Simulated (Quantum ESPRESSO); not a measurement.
Crystal: KI.

```
I K
1.0
     0.00000    3.53277    3.53277
     3.53277    0.00000    3.53277
     3.53277    3.53277    0.00000
I K
1 1
Direct
  0.50000 0.50000 0.50000
  0.00000 0.00000 0.00000
```

Base run:

```yaml
Program: Quantum ESPRESSO 7.5
Functional: WC
Potentials_or_basis: PseudoDojo 0.4.1 SR PBE standard
Cutoff: 1007 eV
Density_cutoff: 4027 eV
k_mesh: 6 × 6 × 6, shifted
Occupations: fermi-dirac, width 0.05 eV
Spin: no spin polarisation
```

Its results: pressure -0.1 GPa; electronic dielectric tensor (diagonal) 2.93.

Task: After a change of settings the same cell gave: pressure 0.6 GPa; electronic dielectric tensor (diagonal) 2.88. Which change was it?
A. functional from WC to PBEsol; potentials or basis from PseudoDojo 0.4.1 SR PBE standard to PseudoDojo 0.4.1 SR PBEsol standard
B. functional from WC to LDA; potentials or basis from PseudoDojo 0.4.1 SR PBE standard to PseudoDojo 0.4.1 SR LDA standard; cutoff from 1007 eV to 980 eV; density cutoff from 4027 eV to 3918 eV
C. functional from WC to PBE

Result: C.

PBE binds less tightly than WC, so the same cell stands under more pressure.

Caveats: the potentials were made for another functional, which shifts forces and pressure (some runs).

Not every run made on this cell is shown here.
